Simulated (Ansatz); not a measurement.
## MoSi$_{2}$: pressure against volume

MoSi$_{2}$, I4/mmm, a = 3.190 Å, c = 7.821 Å. Ansatz: PBEsol, PAW, 420 eV, Γ-centred 18×18×18 mesh on 3 atoms, Gaussian smearing 0.10 eV; no spin polarisation. Shape and atoms are relaxed at each volume; pressure is positive in compression.

| V (Å³/atom) | P (GPa) |
| --- | --- |
| 11.674 | ? |
| 12.072 | 25.31 |
| 12.470 | 15.48 |
| 12.868 | 7.12 |
| 13.266 | -0.01 |
| 13.664 | -6.06 |
| 14.062 | -11.19 |
| 14.592 | -16.85 |

Q: Take V0 = 13.266 Å³/atom, count pressures from its P0 = -0.01 GPa, fit the third-order Birch–Murnaghan form to the other rows, and predict the missing pressure.

A: With the Eulerian strain f = ½[(V0/V)^(2/3) − 1] and y = (P − P0)/[3f(1 + 2f)^(5/2)], the form is the line y = B0 + 1.5 B0 (B0′ − 4) f. Rows (f, y): 0.03245, 222.3; 0.02106, 221.1; 0.01026, 220.2; -0.00976, 217.1; -0.01905, 215.6; -0.03077, 213.8. Means f = 0.0006983, y = 218.35; Σ(Δf)² = 0.003004, ΣΔfΔy = 0.4097; the slope is their ratio. y = 218.3 + 136.4 f GPa, so B0 = 218.3 GPa and B0′ = 4 + 2 × (136.4)/(3 × 218.3) = 4.42. At V = 11.674, f = 0.04448, y = 224.37 and P = 37.04 GPa. The run gave 36.87 GPa, so the fit is 0.17 GPa too high, a small miss on the scale of the series.